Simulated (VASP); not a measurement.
Runs of VASP 6.6.1 on SnTe. Symmetry: Fm-3m, No. 225, cubic system. Conventional cell: a = 6.238 Å, b = 6.238 Å, c = 6.238 Å, α = 90.00°, β = 90.00°, γ = 90.00°. Around Te (site symmetry m-3m) lie 6 Sn at 3.12 Å. Sn (site symmetry m-3m) has 6 Te at 3.12 Å as nearest neighbours. 

| task | level | potentials or basis | cell | cutoff (eV) | gap on the mesh (eV) | pressure (GPa) | V0 of scaled cells (Å³/atom) | relaxed volume (Å³/atom) | B0 (GPa) |
| --- | --- | --- | --- | --- | --- | --- | --- | --- | --- |
| equation of state | LDA | VASP PAW LDA potentials, release 64 (Te, Sn_d) | Fm-3m, 30.35 Å³/atom | 520 | - | - | 30.35 | - | 52 |
| relaxation of cell and atoms | r2SCAN | VASP PAW PBE potentials, release 64 (Te, Sn_d) | relaxed | 600 | 0.14 | 0.0 | - | 32.45 | - |
| equation of state | r2SCAN | VASP PAW PBE potentials, release 64 (Te, Sn_d) | Fm-3m, 32.45 Å³/atom | 520 | - | - | 32.47 | - | 45 |
| relaxation of cell and atoms | LDA | VASP PAW LDA potentials, release 64 (Te, Sn_d) | relaxed | 600 | (b) | 0.0 | - | (a) | - |

Alike in all rows: no spin polarisation; k mesh 6 × 6 × 6; smearing gaussian 0.02 eV.

**Question.** Fill in the values left out.

**Answer.** (a) 30.35; (b) 0.21.

Caveats: the PAW data sets were made with another functional, which shifts forces and pressure a little (some runs); spin-orbit coupling is left out, which moves the levels of the heavy elements (some runs).

A k mesh can miss the band edges, and the runs leave out spin-orbit coupling on Sn, Te.
